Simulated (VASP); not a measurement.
# TePb (Pm-3m) in VASP: notebook

One crystal, TePb, is run at these levels: PBE; tasks: single point.

Everything below comes from runs of VASP 6.6.1. Logs are shortened: lines on timing, memory, paths and dates and some standing lists are left out, and cuts for length are marked.

## 1. Starting point

It takes space group Pm-3m (No. 221, cubic). The conventional cell has a = 3.677 Å, b = 3.677 Å, c = 3.677 Å, α = 90.00°, β = 90.00°, γ = 90.00°. Te (site symmetry m-3m) is surrounded by 8 Pb at 3.18 Å. Around Pb (site symmetry m-3m) lie 8 Te at 3.18 Å.

Measurements of this composition are mostly on another form, of space group No. 225.

## 2. Single point, PBE

Input file INCAR:

```
SYSTEM = TePb
PREC = Accurate
ENCUT = 520
EDIFF = 1E-6
ISMEAR = -1
SIGMA = 0.1
LREAL = .False.
LASPH = .True.
NELM = 100
ALGO = Normal
ISIF = 2
LWAVE = .False.
LCHARG = .False.
GGA = PE
NBANDS = 17
```

Input file KPOINTS:

```
Automatic mesh
0
Gamma
  12 12 12
  0 0 0
```

Input file POSCAR:

```
TePb
1.0
    3.6771825869      0.0000000000      0.0000000000
    0.0000000000      3.6771825869      0.0000000000
    0.0000000000      0.0000000000      3.6771825869
Te Pb
1 1
Direct
    0.5000000000      0.5000000000      0.5000000000
    0.0000000000      0.0000000000      0.0000000000
```

Potentials or basis: VASP PAW PBE potentials, release 64 (Te, Pb_d).

Run with:

```bash
$ cat potpaw_PBE.64/Te/POTCAR potpaw_PBE.64/Pb_d/POTCAR > POTCAR
$ mpirun -np 1 vasp_std > vasp.out
```

OUTCAR:

```text
SYSTEM = TePb
   PREC = Accurate
   ENCUT = 520
   EDIFF = 1E-6
   ISMEAR = -1
   LREAL = .False.
   LASPH = .True.
   NELM = 100
   ISIF = 2
   GGA = PE

 ion  position               nearest neighbor table
   1  0.500  0.500  0.500-   2 3.18   2 3.18   2 3.18   2 3.18   2 3.18   2 3.18   2 3.18   2 3.18

   2  0.000  0.000  0.000-   1 3.18   1 3.18   1 3.18   1 3.18   1 3.18   1 3.18   1 3.18   1 3.18

  LATTYP: Found a simple cubic cell.
 ALAT       =     3.6771825869

  Lattice vectors:

 A1 = (   3.6771825869,   0.0000000000,   0.0000000000)
 A2 = (   0.0000000000,   3.6771825869,   0.0000000000)
 A3 = (   0.0000000000,   0.0000000000,   3.6771825869)

Analysis of symmetry for initial positions (statically):
=====================================================================
 Subroutine PRICEL returns:
 Original cell was already a primitive cell.

 Routine SETGRP: Setting up the symmetry group for a
 simple cubic supercell.

 Subroutine GETGRP returns: Found 48 space group operations
 (whereof 48 operations were pure point group operations)
 out of a pool of 48 trial point group operations.

The static configuration has the point symmetry O_h .

Analysis of symmetry for dynamics (positions and initial velocities):
=====================================================================
 Subroutine PRICEL returns:
 Original cell was already a primitive cell.

 Routine SETGRP: Setting up the symmetry group for a
 simple cubic supercell.

 Subroutine GETGRP returns: Found 48 space group operations
 (whereof 48 operations were pure point group operations)
 out of a pool of 48 trial point group operations.

The dynamic configuration has the point symmetry O_h .

 Subroutine INISYM returns: Found 48 space group operations
 (whereof 48 operations are pure point group operations),
 and found     1 'primitive' translations

----------------------------------------------------------------------------------------

                                     Primitive cell

  volume of cell :      49.7217

  direct lattice vectors                    reciprocal lattice vectors
     3.677182587  0.000000000  0.000000000     0.271947334  0.000000000  0.000000000
     0.000000000  3.677182587  0.000000000     0.000000000  0.271947334  0.000000000
[... 75 lines left out ...]
 SYSTEM =  TePb
   PREC   = accura    normal or accurate (medium, high low for compatibility)
   ISTART =      0    job   : 0-new  1-cont  2-samecut
   ICHARG =      2    charge: 1-file 2-atom 10-const
   ISPIN  =      1    spin polarized calculation?
   LNONCOLLINEAR =      F non collinear calculations
   LSORBIT =      F    spin-orbit coupling
   LASPH  =      T    aspherical Exc in radial PAW
   ENCUT  =  520.0 eV  38.22 Ry    6.18 a.u.   6.84  6.84  6.84*2*pi/ulx,y,z
   NELM   =    100;   NELMIN=  2; NELMDL= -5     # of ELM steps
   EDIFF  = 0.1E-05   stopping-criterion for ELM
   LREAL  =      F    real-space projection
   EDIFFG = 0.1E-04   stopping-criterion for IOM
   NSW    =      0    number of steps for IOM
   IBRION =     -1    ionic relax: 0-MD 1-quasi-New 2-CG
   NFREE  =      0    steps in history (QN), initial steepest desc. (CG)
   ISIF   =      2    stress and relaxation
   ISYM   =      2    0-nonsym 1-usesym 2-fastsym
   POTIM  = 0.5000    time-step for ionic-motion
   TEBEG  =    0.0;   TEEND  =   0.0 temperature during run
   PSTRESS=    0.0 pullay stress
   NELECT =      20.0000    total number of electrons
   NUPDOWN=      -1.0000    fix difference up-down
   EMIN   =  10.00;   EMAX   =-10.00  energy-range for DOS
   EFERMI =   0.00;   METHOD = LEGACY
   ISMEAR =    -1;   SIGMA  =   0.10  broadening in eV -4-tet -1-fermi 0-gaus
   EFERMI_NEDOS =   21; number of points for ismear=-14 and -15
   IALGO  =     38    algorithm
   IMIX   =      4    mixing-type and parameters
     AMIX     =   0.40;   BMIX     =  1.00
     AMIX_MAG =   1.60;   BMIX_MAG =  1.00
  volume/ion in A,a.u.               =      24.86       167.77
  Fermi-wavevector in a.u.,A,eV,Ry     =   1.208471  2.283679 19.869984  1.460403
  Thomas-Fermi vector in A             =   2.344078
   LORBIT       =      0    0 simple, 1 ext, 2 COOP (PROOUT), +10 PAW based schemes
   GGA     = PE    functional components
   LHFCALC =     F    Hartree Fock is set to
   AEXX    =    0.0000 exact exchange contribution
   IVDW    =     0    specifies the selected vdW correction
   LEPSILON=     F    determine dielectric tensor
   LRPA    =     F    only Hartree local field effects (RPA)
 non-spin polarized calculation
  energy-cutoff  :      520.00
  volume of cell :       49.72
 maximum number of plane-waves:      1357
 NGX is ok and might be reduce to    28
   NGX = 13   NGY = 13   NGZ = 13

 number of electron      19.9999994 magnetization

 Free energy of the ion-electron system (eV)
  ---------------------------------------------------
  ext. energy  EPLUGINS =         0.00000000
  ---------------------------------------------------
  free energy    TOTEN  =        -6.47061376 eV

  energy without entropy =       -6.43103195  energy(sigma->0) =       -6.45082285

 E-fermi :   9.6201     XC(G=0): -10.9006

 val. band max:        9.6131133543   @ k =   0.5000   0.1667   0.0000
 cond. band min:       9.6385937770   @ k =   0.4167   0.4167   0.3333
 fundamental gap:      0.0254804227
 Fermi energy:         9.6200580663

 k-point     1 :       0.0000    0.0000    0.0000
  band No.  band energies     occupation
      1      -7.5538      2.00000
      2      -7.5538      2.00000
      3      -7.3681      2.00000
      4      -7.3681      2.00000
      5      -7.3681      2.00000
      6      -4.4678      2.00000
[... 457 lines left out ...]
      4      -7.4071      2.00000
      5      -7.3289      2.00000
      6      -1.6827      2.00000
[... 9 lines left out ...]
     16      19.0196      0.00000
     17      19.4299      0.00000

 [... further k-points ...]
[... 5 lines left out ...]
  --------------------------------------------------------------------------------------
  -------------------------------------------------------------------------------------
  Total        5.4429937      5.4429937      5.4429937      0.0000000      0.0000000     -0.0000000
  in kB      175.3891925    175.3891925    175.3891925      0.0000000      0.0000000     -0.0000000
  external PRESSURE =     175.3891925 kB  Pullay stress =       0.0000000 kB

 VOLUME and BASIS-vectors are now :
 -----------------------------------------------------------------------------
  energy-cutoff  :      520.00
  volume of cell :       49.72
      direct lattice vectors                 reciprocal lattice vectors
     3.677182587  0.000000000  0.000000000     0.271947334  0.000000000  0.000000000
     0.000000000  3.677182587  0.000000000     0.000000000  0.271947334  0.000000000
     0.000000000  0.000000000  3.677182587     0.000000000  0.000000000  0.271947334

 POSITION                                       TOTAL-FORCE (eV/Angst)
 -----------------------------------------------------------------------------------
      1.83859      1.83859      1.83859         0.000000      0.000000      0.000000
      0.00000      0.00000      0.00000         0.000000      0.000000      0.000000
 -----------------------------------------------------------------------------------
    total drift:                               -0.000000      0.000000     -0.000000

  FREE ENERGIE OF THE ION-ELECTRON SYSTEM (eV)
  ---------------------------------------------------
  free  energy   TOTEN  =        -6.4706137605 eV

  energy  without entropy=       -6.4310319450  energy(sigma->0) =       -6.45082285
```

Run time: 35 s. Hardware: 1 thread of Intel Xeon Platinum 8488C (Sapphire Rapids), shared host; peak memory 0.2 GiB.

What came out:

| Quantity | Value |
| --- | --- |
| Free energy | -6.4706 eV |
| Pressure | 17.5 GPa |
| Band gap on the k mesh | none (metal or under the smearing width) |

Levels at points of the mesh, in eV from the Fermi level:
```tsv
k point	band 7	band 8	band 9	band 10	band 11	band 12	band 13	band 14
(0.00, 0.00, 0.00)	-5.83	-2.19	-2.19	-2.19	3.64	3.64	7.17	7.17
(0.50, 0.00, 0.00)	-10.24	-0.11	-0.11	-0.08	0.69	2.59	2.59	4.81
(0.50, 0.50, 0.00)	-8.15	-5.97	-5.97	0.35	4.43	4.51	4.51	6.59
(0.50, 0.50, 0.50)	-6.81	-3.35	-3.35	-3.35	-1.86	-1.86	-1.86	16.37
```

Caveat: so large a pressure means that the cell lies far from this level's equilibrium, or that cutoff or potentials fall short.

## 3. Single point, PBE

This run uses another cell than the first one, of 24.95 Å³/atom, 1.004 times its volume.

Input file INCAR:

```
SYSTEM = TePb
PREC = Accurate
ENCUT = 520
EDIFF = 1E-6
ISMEAR = 0
SIGMA = 0.1
LREAL = .FALSE.
LASPH = .TRUE.
NELM = 80
ALGO = Fast
ISIF = 2
LWAVE = .FALSE.
LCHARG = .FALSE.
GGA = PE
NBANDS = 17
```

Input file KPOINTS:

```
regular mesh
0
G
  6 6 6
  0 0 0
```

Input file POSCAR:

```
TePb
1.0
    3.6817904144      0.0000000000      0.0000000000
    0.0000000000      3.6817904144      0.0000000000
    0.0000000000      0.0000000000      3.6817904144
Te Pb
1 1
Direct
    0.5000000000      0.5000000000      0.5000000000
    0.0000000000      0.0000000000      0.0000000000
```

Potentials or basis: VASP PAW PBE potentials, release 64 (Te, Pb_d).

Run with:

```bash
$ cat potpaw_PBE.64/Te/POTCAR potpaw_PBE.64/Pb_d/POTCAR > POTCAR
$ mpirun -np 1 vasp_std > vasp.out
```

It took 11 s on 1 thread of Intel Xeon Platinum 8488C (Sapphire Rapids), shared host; peak memory 0.16 GiB.

The run converged. Its results:

```
Free energy            : -6.4822 eV
Pressure               : 17.5 GPa
Band gap on the k mesh : none (metal or under the smearing width)
```

Levels at points of the mesh, in eV from the Fermi level:
```csv
k point,band 6,band 7,band 8,band 9,band 10,band 11,band 12,band 13,band 14,band 15
"(0.00, 0.00, 0.00)",-14.03,-5.82,-2.15,-2.15,-2.15,3.68,3.68,7.17,7.17,7.17
"(0.50, 0.00, 0.00)",-12.01,-10.18,-0.09,-0.09,-0.06,0.71,2.62,2.62,4.85,7.08
"(0.50, 0.50, 0.00)",-10.54,-8.10,-5.91,-5.91,0.37,4.46,4.53,4.53,6.61,8.17
"(0.50, 0.50, 0.50)",-9.98,-6.77,-3.31,-3.31,-3.31,-1.81,-1.81,-1.81,16.35,16.35
```

Caveat: so large a pressure means that the cell lies far from this level's equilibrium, or that cutoff or potentials fall short. Spin-orbit coupling is left out, which matters for the levels of Pb, Te.
